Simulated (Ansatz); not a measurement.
# C (Fd-3m) in Ansatz: further runs

Runs on C. Level: r2SCAN+rVV10. Tasks: single point, equation of state.

All numbers are computed with Ansatz 0.2.0; they aren't measurements. Logs are shortened: lines on timing, memory, paths and dates and some standing lists are left out, and cuts for length are marked.

**Experimental background.**

From “Equation of state of cubic boron nitride at high pressures and temperatures”, 2007, arxiv:cond-mat/0702656, for a bulk crystal of C: bulk modulus 444.8 ± 0.8 GPa.

The runs below are set against these values where they give the same quantity.

### 1 The crystal as given

It takes space group Fd-3m (No. 227, cubic). Conventional cell: a = 3.567 Å, b = 3.567 Å, c = 3.567 Å, α = 90.00°, β = 90.00°, γ = 90.00°. Around C (site symmetry -43m) lie 4 C at 1.54 Å.

This isn't the form of C at room conditions, which is graphite.

### 2 Single point, r2SCAN+rVV10, 5.33 Å³/atom (volume scaled by 0.94)

The input, input.yaml:

```yaml
crystal:
  lattice:
    - [0.0, 1.7469644787, 1.7469644787]
    - [1.7469644787, 0.0, 1.7469644787]
    - [1.7469644787, 1.7469644787, 0.0]
  atoms:
    - { symbol: C, position: [0.75, 0.75, 0.75] }
    - { symbol: C, position: [0.5, 0.5, 0.5] }
hamiltonian:
  xc: r2scan
  pseudopotentials: { kind: paw }
  dispersion: rvv10
kpoints:
  mp_grid: { grid: [13, 13, 13] }
scf:
  occupations: { method: fermi_dirac, width: 0.05 }
output:
  forces: true
  stress: true
  eigenvalues: true
```

Potentials or basis: Ansatz PAW.

Launch:

```console
$ ansatz run input.yaml --threads 2 --pin off --max-ram 5120MiB --backend cpu --events-out ev --progress --plain --runs-dir out
```

The program printed:

```text
Warning: RAYON_NUM_THREADS=2 ignored (pool sized by the plan → 2); use --threads N
Engine: ansatz 0.2.0, x86_64-unknown-linux-gnu
Pseudopotentials: kind: paw
Pseudopotential: C, paw, valence charge 4, recommended cutoff 500 eV (meta_gga), C.paw.azcp
Functional definition: r2SCAN+rVV10
  parameter k0 = 0.174
  parameter k1 = 0.065
  parameter a1 = 4.9479
  exchange = r2scan_x(k0 = k0, k1 = k1, a1 = a1)
  correlation = r2scan_c + rvv10(11.95, 0.0093)
Crystal: 2 atoms, lattice volume = 10.663 Å³
Basis set: ecut = 500 eV, 283 PW (Γ), exchange–correlation on 96×96×96 points (64 copies of the dense FFT grid, shifted against one another)
Bands: 8, of which v1, the nominal top of the filled ones, is band 4 counted from 1 (3 counted from 0)
Symmetry: 48 space group operations
Space group: Fd-3m (ITA 227), of the structure as read, at distance tolerance 2.2e-5 Å
k-points: 84 of 2197
Non-local potential: C, projectors of the file, l = 0: 2, l = 1: 2, l = 2: 1
PAW form: soft (Blöchl's): semilocal exchange-correlation on the pseudo side does not see the compensation charge
rVV10 density: all electrons in the spheres
PAW frozen core: C, regenerated for the run's functional (the file was generated under x = pbe(κ = 0.804, μ = 0.2195149727645171), c = pbe(β = 0.06672455060314922))
PAW one-centre angular grid: C, 302 points (default); XC on 239 of its mesh's 2573 points in the sphere
Initial density: superposition of atomic densities (neutral atoms: chi_scale 0, normalization atom), corrected by the library's trained network
Initial wavefunctions: pseudopotential atomic-orbital guess
Functional: x = r2scan, c = r2scan + rvv10(b = 11.95, C = 0.0093); τ floored in thin density (d = 2e-4 eV/Å³)
SCF iter   1: F=—  HF=-502.742106 eV  |F-HF|=—  |Δ(HF+E_count)|=         —  Δρ=9.69e-3  dr2=3.31e-3  dr2_τ=4.53e-1  ethr=1.77e-3  ⟨swp⟩=5.1  Hψ=4522  notcnv=0
preconditioner: auto → none  [insulator: Δε(μ)=4.397 eV  Ē_g=21.729 eV  σ=0.050 eV  W_gap=1.00  n_scr=0 (ndim 8)  ℏωp=32.2 eV  f_vac=0.000  D(μ)=0.00/eV (n_scr^D=0)  ε∞_Penn≈3.2]
SCF iter   2: F=—  HF=-502.802775 eV  |F-HF|=—  |Δ(HF+E_count)|=   6.07e-2  Δρ=5.90e-3  dr2=1.08e-3  dr2_τ=7.06e-5  ethr=4.14e-5  ⟨swp⟩=2.0  Hψ=2016  notcnv=0
SCF iter   3: F=—  HF=-502.802750 eV  |F-HF|=—  |Δ(HF+E_count)|=   2.44e-5  Δρ=1.05e-3  dr2=3.63e-5  dr2_τ=9.88e-6  ethr=1.35e-5  ⟨swp⟩=2.0  Hψ=976  notcnv=0
SCF iter   4: F=—  HF=-502.802761 eV  |F-HF|=—  |Δ(HF+E_count)|=   1.12e-5  Δρ=1.47e-4  dr2=6.14e-7  dr2_τ=7.23e-8  ethr=4.54e-7  ⟨swp⟩=2.0  Hψ=956  notcnv=0
iter 5 did not close the SCF: its close was put off for the readings that it lacked (scf_convergence_deferred on its scf_iter line)
SCF iter   5: F=-502.802762 eV  HF=-502.802762 eV  |F-HF|=9.89e-9  |Δ(HF+E_count)|=   8.18e-7  Δρ=2.35e-5  dr2=1.76e-8  dr2_τ=2.35e-9  ethr=7.68e-9  ⟨swp⟩=2.0  Hψ=1009  notcnv=0
SCF iter   6: F=-502.802762 eV  HF=-502.802762 eV  |F-HF|=1.36e-11  |Δ(HF+E_count)|=   1.12e-8  Δρ=8.21e-7  dr2=1.70e-11  dr2_τ=4.30e-12  ethr=2.20e-10  ⟨swp⟩=2.4  Hψ=2615  notcnv=0
SCF 1 converged in 6 iterations: F = -502.802762 eV  dr2 = 1.70e-11
SCF converged after 6 iterations
Free energy (F): -502.802762 eV
Harris-Foulkes:  -502.802762 eV  (|F-HF|=1.36e-11)
Internal energy: -502.802762 eV  (E = F + TS)
E sigma→0 (E₀):  -502.802762 eV
Fermi energy:    16.658967 eV
--- Per-component energies (eV) ---
  E_band       = 36.206485
  E_kinetic    = 188.499943
  E_local      = -116.579983  (includes V_loc(G=0)·N_el)
  E_nonlocal   = 53.302668
  E_hartree    = 25.792717
  E_xc         = -96.742756
  E_vxc        = -134.058238  (∫ρ·V_xc dr)
  E_paw        = -201.813174  (= ΣΔE_a)
  E_vpaw       = -13.611785  (= ΣTr[D̂ρ^β])
  E_aug_tail   = 0.000006  (compensation charges beyond the density's cutoff)
  E_vtau       = 7.068448  (kinetic-family band-sum trace: ∫τ·v_τ [+ j·A + Jᵃ·Aᵃ] dr)
  E_ewald      = -355.212636
  E_core_change = -0.049547  (= ΣΔE_core)
  E_smearing   = -0.000000  (= −TS)
  E_closure    = 0.000000  (closes the sum)
  Σ components = -502.802762   (vs F -502.802762, Δ=0.00e0)
--- Forces (eV/Å), atoms counted from 1 ---
  atom   1  C      0.00000000    -0.00000000    -0.00000000
  atom   2  C      0.00000000    -0.00000000     0.00000000
  max |Σ_I F_I| component: 8.33e-17 eV/Å
--- Stress (GPa, compression-positive) ---
       27.259893       0.000000       0.000000
        0.000000      27.259893      -0.000000
        0.000000       0.000000      27.259893
  P = ⅓ Tr σ = 27.2599 GPa (272.599 kbar)
--- Band table (eV; the first three rows and the last of 84) ---
  k-point 0: bands = ["-9.1214", "14.4406", "14.4406", "14.4406", "20.4898", "20.4898", "20.4898", "29.7086"]
  k-point 1: bands = ["-8.9428", "13.2429", "14.1232", "14.1232", "20.9058", "20.9058", "21.2274", "29.8422"]
  k-point 2: bands = ["-8.4092", "10.7229", "13.4129", "13.4129", "21.8403", "21.8403", "22.4365", "30.2229"]
  k-point 83: bands = ["0.3973", "1.9872", "4.8129", "5.8851", "25.4883", "25.6733", "27.9366", "29.3475"]
```

Wall time 2.5 s (2 threads of Intel Xeon Platinum 8259CL at 2.50GHz (Skylake/Cascade Lake), shared host); peak memory 0.57 GiB.

Results:

* Free energy: -502.8028 eV
* Pressure: 27.3 GPa
* Band gap on the k mesh: 4.48 eV, indirect (least direct gap 6.05 eV)

Caveat: odd divisions of the mesh miss points on the zone boundary, where band edges often lie, so the gap on the mesh can be too wide; the PAW data sets come from PBE, with cores solved anew for the run's functional, which leaves a small shift of forces and pressure.

### 3 Single point, r2SCAN+rVV10, 5.44 Å³/atom (volume scaled by 0.96)

Changes to input.yaml since step 2:

```diff
@@ -2,5 +2,5 @@
   lattice:
-    - [0.0, 1.7469644787, 1.7469644787]
-    - [1.7469644787, 0.0, 1.7469644787]
-    - [1.7469644787, 1.7469644787, 0.0]
+    - [0.0, 1.7592674508, 1.7592674508]
+    - [1.7592674508, 0.0, 1.7592674508]
+    - [1.7592674508, 1.7592674508, 0.0]
   atoms:
@@ -20 +20,5 @@
   eigenvalues: true
+  write_density: true
+  write_potential: true
+  elf: true
+  volumetric_format: npy
```

Potentials or basis: Ansatz PAW.

Launch:

```console
$ ansatz run input.yaml --threads 2 --pin off --max-ram 5120MiB --backend cpu --events-out ev --progress --plain --runs-dir out
```

Wall time 2.6 s (2 threads of Intel Xeon Platinum 8259CL at 2.50GHz (Skylake/Cascade Lake), shared host); peak memory 0.57 GiB.

The run converged. Its results:

| Property | Result |
| --- | --- |
| Free energy | -502.8333 eV |
| Pressure | 16.1 GPa |
| Band gap on the k mesh | 4.43 eV, indirect (least direct gap 5.99 eV) |

Caveat: odd divisions of the mesh miss points on the zone boundary, where band edges often lie, so the gap on the mesh can be too wide; the PAW data sets come from PBE, with cores solved anew for the run's functional, which leaves a small shift of forces and pressure.

### 4 Single point, r2SCAN+rVV10, 5.56 Å³/atom (volume scaled by 0.98)

The input, input.yaml:

```yaml
crystal:
  lattice:
    - [0.0, 1.7714007132, 1.7714007132]
    - [1.7714007132, 0.0, 1.7714007132]
    - [1.7714007132, 1.7714007132, 0.0]
  atoms:
    - { symbol: C, position: [0.75, 0.75, 0.75] }
    - { symbol: C, position: [0.5, 0.5, 0.5] }
hamiltonian:
  xc: r2scan
  pseudopotentials: { kind: paw }
  dispersion: rvv10
kpoints:
  mp_grid: { grid: [13, 13, 13] }
scf:
  occupations: { method: fermi_dirac, width: 0.05 }
output:
  forces: true
  stress: true
  eigenvalues: true
```

Launch:

```console
$ ansatz run input.yaml --threads 2 --pin off --max-ram 5120MiB --backend cpu --events-out ev --progress --plain --runs-dir out
```

Wall time 2.1 s (2 threads of Intel Xeon Platinum 8259CL at 2.50GHz (Skylake/Cascade Lake), shared host); peak memory 0.57 GiB.

It converged, with:

* Free energy: -502.8488 eV
* Pressure: 5.9 GPa
* Band gap on the k mesh: 4.38 eV, indirect (least direct gap 5.93 eV)

Caveat: odd divisions of the mesh miss points on the zone boundary, where band edges often lie, so the gap on the mesh can be too wide; the PAW data sets come from PBE, with cores solved anew for the run's functional, which leaves a small shift of forces and pressure.

### 5 Single point, r2SCAN+rVV10, 5.67 Å³/atom

Changes to input.yaml since step 4:

```diff
@@ -2,5 +2,5 @@
   lattice:
-    - [0.0, 1.7714007132, 1.7714007132]
-    - [1.7714007132, 0.0, 1.7714007132]
-    - [1.7714007132, 1.7714007132, 0.0]
+    - [0.0, 1.78337, 1.78337]
+    - [1.78337, 0.0, 1.78337]
+    - [1.78337, 1.78337, 0.0]
   atoms:
```

Launch:

```console
$ ansatz run input.yaml --threads 2 --pin off --max-ram 5120MiB --backend cpu --events-out ev --progress --plain --runs-dir out
```

It took 2.4 s on 2 threads of Intel Xeon Platinum 8259CL at 2.50GHz (Skylake/Cascade Lake), shared host; peak memory 0.56 GiB.

Results (log left out):

```
Free energy            : -502.8505 eV
Pressure               : -3.3 GPa
Band gap on the k mesh : 4.33 eV, indirect (least direct gap 5.87 eV)
```

Caveat: odd divisions of the mesh miss points on the zone boundary, where band edges often lie, so the gap on the mesh can be too wide; the PAW data sets come from PBE, with cores solved anew for the run's functional, which leaves a small shift of forces and pressure.

### 6 Single point, r2SCAN+rVV10, 5.79 Å³/atom (volume scaled by 1.02)

Changes to input.yaml since step 5:

```diff
@@ -2,5 +2,5 @@
   lattice:
-    - [0.0, 1.78337, 1.78337]
-    - [1.78337, 0.0, 1.78337]
-    - [1.78337, 1.78337, 0.0]
+    - [0.0, 1.7951807415, 1.7951807415]
+    - [1.7951807415, 0.0, 1.7951807415]
+    - [1.7951807415, 1.7951807415, 0.0]
   atoms:
```

Potentials or basis: Ansatz PAW.

Launch:

```console
$ ansatz run input.yaml --threads 2 --pin off --max-ram 5120MiB --backend cpu --events-out ev --progress --plain --runs-dir out
```

Wall time 2.2 s (2 threads of Intel Xeon Platinum 8259CL at 2.50GHz (Skylake/Cascade Lake), shared host); peak memory 0.57 GiB.

Results (log left out):

```
Free energy            : -502.8397 eV
Pressure               : -11.8 GPa
Band gap on the k mesh : 4.29 eV, indirect (least direct gap 5.82 eV)
```

Caveat: odd divisions of the mesh miss points on the zone boundary, where band edges often lie, so the gap on the mesh can be too wide; the PAW data sets come from PBE, with cores solved anew for the run's functional, which leaves a small shift of forces and pressure.

### 7 Single point, r2SCAN+rVV10, 5.90 Å³/atom (volume scaled by 1.04)

Changes to input.yaml since step 6:

```diff
@@ -2,5 +2,5 @@
   lattice:
-    - [0.0, 1.7951807415, 1.7951807415]
-    - [1.7951807415, 0.0, 1.7951807415]
-    - [1.7951807415, 1.7951807415, 0.0]
+    - [0.0, 1.806838086, 1.806838086]
+    - [1.806838086, 0.0, 1.806838086]
+    - [1.806838086, 1.806838086, 0.0]
   atoms:
@@ -20 +20,5 @@
   eigenvalues: true
+  write_density: true
+  write_potential: true
+  elf: true
+  volumetric_format: npy
```

Launch:

```console
$ ansatz run input.yaml --threads 2 --pin off --max-ram 5120MiB --backend cpu --events-out ev --progress --plain --runs-dir out
```

It took 2.8 s on 2 threads of Intel Xeon Platinum 8259CL at 2.50GHz (Skylake/Cascade Lake), shared host; peak memory 0.58 GiB.

Results (log left out):

```
Free energy            : -502.8176 eV
Pressure               : -19.4 GPa
Band gap on the k mesh : 4.24 eV, indirect (least direct gap 5.76 eV)
```

Caveat: odd divisions of the mesh miss points on the zone boundary, where band edges often lie, so the gap on the mesh can be too wide; the PAW data sets come from PBE, with cores solved anew for the run's functional, which leaves a small shift of forces and pressure.

### 8 Single point, r2SCAN+rVV10, 6.01 Å³/atom (volume scaled by 1.06)

The input, input.yaml:

```yaml
crystal:
  lattice:
    - [0.0, 1.8183469191, 1.8183469191]
    - [1.8183469191, 0.0, 1.8183469191]
    - [1.8183469191, 1.8183469191, 0.0]
  atoms:
    - { symbol: C, position: [0.75, 0.75, 0.75] }
    - { symbol: C, position: [0.5, 0.5, 0.5] }
hamiltonian:
  xc: r2scan
  pseudopotentials: { kind: paw }
  dispersion: rvv10
kpoints:
  mp_grid: { grid: [13, 13, 13] }
scf:
  occupations: { method: fermi_dirac, width: 0.05 }
output:
  forces: true
  stress: true
  eigenvalues: true
```

Launch:

```console
$ ansatz run input.yaml --threads 2 --pin off --max-ram 5120MiB --backend cpu --events-out ev --progress --plain --runs-dir out
```

Wall time 1.8 s (2 threads of Intel Xeon Platinum 8259CL at 2.50GHz (Skylake/Cascade Lake), shared host); peak memory 0.57 GiB.

It converged, with:

* Free energy: -502.7850 eV
* Pressure: -26.4 GPa
* Band gap on the k mesh: 4.20 eV, indirect (least direct gap 5.71 eV)

Caveat: odd divisions of the mesh miss points on the zone boundary, where band edges often lie, so the gap on the mesh can be too wide; the PAW data sets come from PBE, with cores solved anew for the run's functional, which leaves a small shift of forces and pressure.

### 9 Equation of state, r2SCAN+rVV10

Potentials or basis: Ansatz PAW.

No new run: the results of the series are fitted here.

Results:

```
Equilibrium volume                      : 5.63 Å³/atom
Bulk modulus                            : 454 GPa
Pressure derivative of the bulk modulus : 3.7
```

Energy against volume, from the lowest point:
```
volume (Å³/atom)  energy (meV/atom)
           5.332              23.88
           5.445               8.60
           5.558               0.87
           5.672               0.00
           5.785               5.39
           5.899              16.48
           6.012              32.75
```

Caveat: the PAW data sets were made with another functional, which shifts forces and pressure a little.

### 10 Comparison with measurements

Step 9. Against the measured bulk modulus of C, 444.8 GPa (quoted in “Equation of state of cubic boron nitride at high pressures and temperatures”, 2007, arxiv:cond-mat/0702656), the calculated 454 GPa is off by +2.0 %. 3 values of this kind are on record (442 to 444.8 GPa); this one was drawn at random among those near their median, those with a stated uncertainty first. The fit is for a static lattice scaled at fixed shape and fixed fractional positions. The cell as given is a measured one (5.67 Å³/atom); r2SCAN+rVV10 puts the equilibrium volume -0.7 % from it, thermal expansion not counted.
